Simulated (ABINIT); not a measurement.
# SnO2 (Cassiterite) (P4_2/mnm) in ABINIT: notebook, part 3 of 3

ABINIT 10.8.3 (patched build). The steps go on from the part before.

**5. Band structure, PBE**

The input, run.abi:

```
ndtset 2

pp_dirpath "./"
pseudos "Sn.upf, O.upf"

acell 4.738 4.738 3.1865 Angstrom
rprim
     1.0000000000     0.0000000000     0.0000000000
     0.0000000000     1.0000000000     0.0000000000
     0.0000000000     0.0000000000     1.0000000000
ntypat 2
znucl 50 8
natom 6
typat 1 1 2 2 2 2
xcart
     4.4767611892     4.4767611892     3.0108061481
     0.0000000000     0.0000000000     0.0000000000
     7.2263879117     1.7271344668     3.0108061481
     6.2038956560     6.2038956560     0.0000000000
     1.7271344668     7.2263879117     3.0108061481
     2.7496267224     2.7496267224     0.0000000000

ecut 46.0

ixc 11

occopt 3
tsmear 0.05 eV

nstep 100

iomode 3
prtwf 0
prteig 0
prtebands 0
prtden1 1

kptopt1 1
ngkpt1 5 5 6
nshiftk1 1
shiftk1 0.0 0.0 0.0
nband1 32
tolvrs1 1.0e-10

iscf2 -2
getden2 1
nband2 38
nbdbuf2 4
tolwfr2 1.0e-11
kptopt2 -7
ndivsm2 6
prteig2 1
kptbounds2
     0.0000000000     0.0000000000     0.0000000000
     0.0000000000     0.5000000000     0.0000000000
     0.5000000000     0.5000000000     0.0000000000
     0.0000000000     0.0000000000     0.0000000000
     0.0000000000     0.0000000000     0.5000000000
     0.0000000000     0.5000000000     0.5000000000
     0.5000000000     0.5000000000     0.5000000000
     0.0000000000     0.0000000000     0.5000000000
```

Potentials or basis: Ansatz NC PBE.

Started as:

```bash
> abinit run.abi > log 2>&1
```

run.abo:

```text
[... set-up lines left out ...]
 ETOT  1  -192.18078504496    -1.922E+02 2.129E+00 6.879E+04
 ETOT  2  -222.42404741862    -3.024E+01 2.488E+00 6.464E+04
 ETOT  3  -228.32417771580    -5.900E+00 2.700E-01 1.508E+04
 ETOT  4  -229.30811472227    -9.839E-01 1.134E-01 9.766E+03
 ETOT  5  -230.11306141972    -8.049E-01 3.781E-02 3.739E+03
 ETOT  6  -230.27236107066    -1.593E-01 5.458E-02 2.284E+03
 ETOT  7  -230.34405941787    -7.170E-02 1.941E-02 1.651E+03
 ETOT  8  -230.47905190480    -1.350E-01 4.435E-02 2.845E+02
 ETOT  9  -230.49079540044    -1.174E-02 1.721E-02 1.903E+02
 ETOT 10  -230.51159060413    -2.080E-02 7.882E-03 1.054E-01
 ETOT 11  -230.51176068955    -1.701E-04 6.089E-03 4.068E-03
 ETOT 12  -230.51176717127    -6.482E-06 6.068E-03 7.371E-03
 ETOT 13  -230.51176961870    -2.447E-06 6.914E-03 4.549E-04
 ETOT 14  -230.51176988120    -2.625E-07 7.001E-03 5.527E-05
 ETOT 15  -230.51176993245    -5.124E-08 1.364E-02 2.029E-05
 ETOT 16  -230.51176994798    -1.554E-08 3.886E-03 2.564E-07
 ETOT 17  -230.51176995222    -4.232E-09 4.995E-03 3.811E-08
 ETOT 18  -230.51176995367    -1.457E-09 3.752E-03 3.196E-09
 ETOT 19  -230.51176995419    -5.218E-10 4.607E-03 7.460E-10
 ETOT 20  -230.51176995439    -1.926E-10 2.653E-03 2.367E-11

 At SCF step   20       vres2   =  2.37E-11 < tolvrs=  1.00E-10 =>converged.

 Cartesian components of stress tensor (hartree/bohr^3)
  sigma(1 1)= -3.45092627E-04  sigma(3 2)=  0.00000000E+00
  sigma(2 2)= -3.45092627E-04  sigma(3 1)=  0.00000000E+00
  sigma(3 3)= -4.49532693E-04  sigma(2 1)=  0.00000000E+00

--- !ResultsGS
iteration_state: {dtset: 1, }
comment   : Summary of ground state results
lattice_vectors:
- [  8.9535224,   0.0000000,   0.0000000, ]
- [  0.0000000,   8.9535224,   0.0000000, ]
- [  0.0000000,   0.0000000,   6.0216123, ]
lattice_lengths: [   8.95352,    8.95352,    6.02161, ]
lattice_angles: [ 90.000,  90.000,  90.000, ] # degrees, (23, 13, 12)
lattice_volume:   4.8272594E+02
convergence: {deltae: -1.926E-10, res2:  2.367E-11, residm:  2.653E-03, diffor: null, }
etotal    :  -2.30511770E+02
entropy   :   0.00000000E+00
fermie    :   1.00755271E-01
cartesian_stress_tensor: # hartree/bohr^3
- [ -3.45092627E-04,   0.00000000E+00,   0.00000000E+00, ]
- [  0.00000000E+00,  -3.45092627E-04,   0.00000000E+00, ]
- [  0.00000000E+00,   0.00000000E+00,  -4.49532693E-04, ]
pressure_GPa:   1.1177E+01
xred      :
- [  5.0000E-01,   5.0000E-01,   5.0000E-01, Sn]
- [ -1.7175E-10,  -1.7175E-10,  -1.6628E-10, Sn]
- [  8.0710E-01,   1.9290E-01,   5.0000E-01,  O]
- [  6.9290E-01,   6.9290E-01,  -1.6628E-10,  O]
- [  1.9290E-01,   8.0710E-01,   5.0000E-01,  O]
- [  3.0710E-01,   3.0710E-01,  -1.6628E-10,  O]
cartesian_forces: # hartree/bohr
- [ -0.00000000E+00,  -0.00000000E+00,  -0.00000000E+00, ]
- [ -0.00000000E+00,  -0.00000000E+00,  -0.00000000E+00, ]
- [ -3.81832645E-03,   3.81832645E-03,  -0.00000000E+00, ]
- [  3.81832645E-03,   3.81832645E-03,  -0.00000000E+00, ]
- [  3.81832645E-03,  -3.81832645E-03,  -0.00000000E+00, ]
- [ -3.81832645E-03,  -3.81832645E-03,  -0.00000000E+00, ]
force_length_stats: {min:   0.00000000E+00, max:   5.39992906E-03, mean:   3.59995270E-03, }
...

 Integrated electronic density in atomic spheres:
 ------------------------------------------------
[... 784 lines left out ...]
lattice_volume:   4.8272594E+02
convergence: {deltae:  0.000E+00, res2:  0.000E+00, residm:  9.998E-12, diffor:  0.000E+00, }
etotal    :  -2.30511770E+02
entropy   :   0.00000000E+00
fermie    :   1.00755271E-01
cartesian_stress_tensor: null
pressure_GPa: null
xred      :
- [  5.0000E-01,   5.0000E-01,   5.0000E-01, Sn]
- [ -1.7175E-10,  -1.7175E-10,  -1.6628E-10, Sn]
- [  8.0710E-01,   1.9290E-01,   5.0000E-01,  O]
- [  6.9290E-01,   6.9290E-01,  -1.6628E-10,  O]
- [  1.9290E-01,   8.0710E-01,   5.0000E-01,  O]
- [  3.0710E-01,   3.0710E-01,  -1.6628E-10,  O]
cartesian_forces: null
force_length_stats: {min: null, max: null, mean: null, }
...

 Integrated electronic density in atomic spheres:
 ------------------------------------------------
 Atom  Sphere_radius  Integrated_density
    1        2.00000         10.46901156
    2        2.00000         10.46901156
    3        2.00000          6.31341676
    4        2.00000          6.31341676
    5        2.00000          6.31341676
    6        2.00000          6.31341676
================================================================================

 ----iterations are completed or convergence reached----

 Mean square residual over all n,k,spin=   55.567E-13; max=  99.980E-13
 reduced coordinates (array xred) for    6 atoms
       0.499999999828      0.499999999828      0.499999999834
      -0.000000000172     -0.000000000172     -0.000000000166
       0.807099999791      0.192899999865      0.499999999834
       0.692899999865      0.692899999865     -0.000000000166
       0.192899999865      0.807099999791      0.499999999834
       0.307099999791      0.307099999791     -0.000000000166

 cartesian coordinates (angstrom) at end:
    1      2.36899999918625     2.36899999918625     1.59324999947014
    2     -0.00000000081375    -0.00000000081375    -0.00000000052986
    3      3.82403979901010     0.91396019936239     1.59324999947014
    4      3.28296019936239     3.28296019936239    -0.00000000052986
    5      0.91396019936239     3.82403979901010     1.59324999947014
    6      1.45503979901010     1.45503979901010    -0.00000000052986
 length scales=  8.953522384551  8.953522384551  6.021612300205 bohr
              =  4.738000000000  4.738000000000  3.186500000000 angstroms
 Eigenvalues (hartree) for nkpt=  50  k points:
 kpt#   1, nband= 38, wtk=  1.00000, kpt=  0.0000  0.0000  0.0000 (reduced coord)
  -0.70019   -0.67243   -0.66214   -0.66120   -0.66120   -0.65792   -0.65665   -0.65344
  -0.65239   -0.65239   -0.61849   -0.55069   -0.55069   -0.48521   -0.22053   -0.07216
  -0.07216   -0.06885   -0.03704    0.00140    0.00539    0.03150    0.03150    0.04833
   0.04833    0.07711    0.12418    0.30293    0.31090    0.31090    0.46269    0.46757
   0.52193    0.52193    0.54131    0.54341    0.63946    0.68765
 kpt#   2, nband= 38, wtk=  1.00000, kpt=  0.0000  0.0833  0.0000 (reduced coord)
  -0.69980   -0.67283   -0.66213   -0.66118   -0.66118   -0.65834   -0.65659   -0.65349
  -0.65241   -0.65241   -0.61770   -0.55246   -0.54912   -0.48572   -0.21889   -0.07714
  -0.07090   -0.06787   -0.03550   -0.00026    0.00761    0.03156    0.03175    0.04224
   0.04850    0.07578    0.13162    0.30015    0.31192    0.31396    0.46529    0.47003
   0.51951    0.52204    0.54087    0.54357    0.63541    0.68912
 kpt#   3, nband= 38, wtk=  1.00000, kpt=  0.0000  0.1667  0.0000 (reduced coord)
  -0.69864   -0.67412   -0.66212   -0.66113   -0.66112   -0.65935   -0.65641   -0.65362
  -0.65248   -0.65247   -0.61532   -0.55740   -0.54465   -0.48747   -0.21395   -0.08997
  -0.06721   -0.06499   -0.03099   -0.00489    0.01222    0.02856    0.03175    0.03231
   0.04899    0.07200    0.14932    0.29450    0.31511    0.31991    0.47163    0.47727
[... 269 lines left out ...]
   0.02952    0.03298    0.30118    0.31266    0.39842    0.44216    0.46895    0.47414
   0.47639    0.50750    0.55037    0.55089    0.56245    0.58009
 kpt#  49, nband= 38, wtk=  1.00000, kpt=  0.0625  0.0625  0.5000 (reduced coord)
  -0.69213   -0.69082   -0.67228   -0.67027   -0.65655   -0.65653   -0.65431   -0.65429
  -0.65266   -0.65261   -0.55773   -0.55567   -0.49500   -0.49360   -0.18999   -0.18623
  -0.08205   -0.08085   -0.07567   -0.05737   -0.01848   -0.00538    0.01737    0.01753
   0.03036    0.03133    0.30460    0.30770    0.42279    0.43781    0.47136    0.47187
   0.47702    0.49041    0.54773    0.54804    0.57920    0.58725
 kpt#  50, nband= 38, wtk=  1.00000, kpt=  0.0000  0.0000  0.5000 (reduced coord)
  -0.69080   -0.69080   -0.67225   -0.67225   -0.65650   -0.65650   -0.65432   -0.65432
  -0.65268   -0.65268   -0.55592   -0.55592   -0.49489   -0.49489   -0.18864   -0.18864
  -0.07945   -0.07945   -0.06145   -0.06145   -0.01848   -0.01848    0.01622    0.01622
   0.03077    0.03077    0.30567    0.30567    0.43629    0.43629    0.47033    0.47033
   0.47974    0.47974    0.54713    0.54713    0.59005    0.59006

== END DATASET(S) ==============================================================
================================================================================

 -outvars: echo values of variables after computation  --------
            acell      8.9535223846E+00  8.9535223846E+00  6.0216123002E+00 Bohr
           etotal1    -2.3051176995E+02
            fcart1    -0.0000000000E+00 -0.0000000000E+00 -0.0000000000E+00
                      -0.0000000000E+00 -0.0000000000E+00 -0.0000000000E+00
                      -3.8183264531E-03  3.8183264531E-03 -0.0000000000E+00
                       3.8183264531E-03  3.8183264531E-03 -0.0000000000E+00
                       3.8183264531E-03 -3.8183264531E-03 -0.0000000000E+00
                      -3.8183264531E-03 -3.8183264531E-03 -0.0000000000E+00
           strten1    -3.4509262670E-04 -3.4509262670E-04 -4.4953269296E-04
                       0.0000000000E+00  0.0000000000E+00  0.0000000000E+00
           xangst      2.3689999992E+00  2.3689999992E+00  1.5932499995E+00
                      -8.1375190925E-10 -8.1375190925E-10 -5.2985843976E-10
                       3.8240397990E+00  9.1396019936E-01  1.5932499995E+00
                       3.2829601994E+00  3.2829601994E+00 -5.2985843976E-10
                       9.1396019936E-01  3.8240397990E+00  1.5932499995E+00
                       1.4550397990E+00  1.4550397990E+00 -5.2985843976E-10
             xred      4.9999999983E-01  4.9999999983E-01  4.9999999983E-01
                      -1.7175008638E-10 -1.7175008638E-10 -1.6628226573E-10
                       8.0709999979E-01  1.9289999987E-01  4.9999999983E-01
                       6.9289999987E-01  6.9289999987E-01 -1.6628226573E-10
                       1.9289999987E-01  8.0709999979E-01  4.9999999983E-01
                       3.0709999979E-01  3.0709999979E-01 -1.6628226573E-10
 Calculation completed.
```

Wall time 21 min (1 thread of Arm Neoverse V2, shared host); peak memory 0.28 GiB.

Results:

```yaml
Free_energy: -6272.5448 eV
Pressure: 11.2 GPa
Largest_force: 0.278 eV/Å
Band_gap_on_the_k_mesh: 1.28 eV, direct
Band_gap_along_the_path: 1.28 eV, direct
Valence_electrons_inside_the_program's_atomic_spheres: Sn 10.47; O 6.31
```

Forces on the atoms (eV/Å):
```
Sn   0.000  0.000  0.000
Sn   0.000  0.000  0.000
O   -0.196  0.196  0.000
O    0.196  0.196  0.000
O    0.196 -0.196  0.000
O   -0.196 -0.196  0.000
```

Stress tensor (GPa, compression positive):
```
10.15  0.00  0.00
 0.00 10.15  0.00
 0.00  0.00 13.23
```

Levels at the corners of the path, in eV from the valence-band top:
```csv
point,band 24,band 25,band 26,band 27,band 28,band 29
Γ,-0.78,-0.78,0.00,1.28,6.14,6.36
X,-1.20,-0.64,-0.64,4.44,4.44,7.10
M,-1.32,-0.90,-0.90,4.83,4.83,7.53
Γ,-0.78,-0.78,0.00,1.28,6.14,6.36
Z,-1.66,-1.26,-1.26,6.22,6.22,9.77
R,-1.10,-0.71,-0.71,6.50,6.50,8.08
A,-0.98,-0.84,-0.84,4.92,4.92,8.89
Z,-1.66,-1.26,-1.26,6.22,6.22,9.77
```

Caveat: spin-orbit coupling is left out, which moves the levels of the heavy elements.

**6. Band structure, PBE**

run.abi: that of step 5 with these lines changed.

```diff
@@ -3,3 +3,3 @@
 pp_dirpath "./"
-pseudos "Sn.upf, O.upf"
+pseudos "50_Sn_14_2.5_3.0_pbe_n_v1.0.psp8, 08_O_6_1.2_1.4_pbe_n_v1.0.psp8"
 
@@ -22,3 +22,3 @@
 
-ecut 46.0
+ecut 40.0
```

Potentials or basis: SPMS NC PBE v1.0.

Started as:

```bash
> abinit run.abi > log 2>&1
```

Run time: 6.4 min. Hardware: 1 thread of Arm Neoverse V2, shared host; peak memory 0.23 GiB.

It converged, with:

* Free energy: -5641.3955 eV
* Pressure: 10.3 GPa
* Largest force: 0.253 eV/Å
* Band gap on the k mesh: 1.20 eV, direct
* Band gap along the path: 1.20 eV, direct
* Valence electrons inside the program's atomic spheres: Sn 10.38; O 6.33

Forces in eV/Å, atoms in the order of the input:
```
Sn   0.000  0.000  0.000
Sn   0.000  0.000  0.000
O   -0.179  0.179  0.000
O    0.179  0.179  0.000
O    0.179 -0.179  0.000
O   -0.179 -0.179  0.000
```

Stress tensor (GPa, compression positive):
```
 9.31  0.00  0.00
 0.00  9.31  0.00
 0.00  0.00 12.31
```

Levels at the corners of the path, in eV from the valence-band top:
```csv
point,band 24,band 25,band 26,band 27,band 28,band 29
Γ,-0.75,-0.75,0.00,1.20,6.05,6.37
X,-1.21,-0.63,-0.63,4.36,4.36,7.10
M,-1.33,-0.90,-0.90,4.74,4.74,7.53
Γ,-0.75,-0.75,0.00,1.20,6.05,6.37
Z,-1.63,-1.25,-1.25,6.11,6.11,9.80
R,-1.08,-0.72,-0.72,6.37,6.37,8.09
A,-0.96,-0.82,-0.82,4.84,4.84,8.94
Z,-1.63,-1.25,-1.25,6.11,6.11,9.80
```

Caveat: spin-orbit coupling is left out, which moves the levels of the heavy elements. PBE gaps usually lie below the measured ones, often by a third to a half.

**7. Overview**

```tsv
potentials or basis	cutoff (eV)	gap on the mesh (eV)	pressure (GPa)	largest force (eV/Å)
PseudoDojo NC SR PBE v0.4.1 standard	1143	1.27	12.4	0.28
PseudoDojo NC SR PBE v0.5 standard	1143	1.27	12.4	0.28
SG15 NC PBE v1.2	1143	1.26	9.7	0.26
Ansatz NC PBE	1252	1.28	11.2	0.28
SPMS NC PBE v1.0	1088	1.20	10.3	0.25
```

Alike in all rows: task band structure; level PBE; no spin polarisation; cell as given; k mesh 5 × 5 × 6; smearing fermi-dirac 0.05 eV.

Caveats: spin-orbit coupling is left out, which moves the levels of the heavy elements.

Total energies depend on the potentials used, so only differences within one code and one set of settings carry meaning.
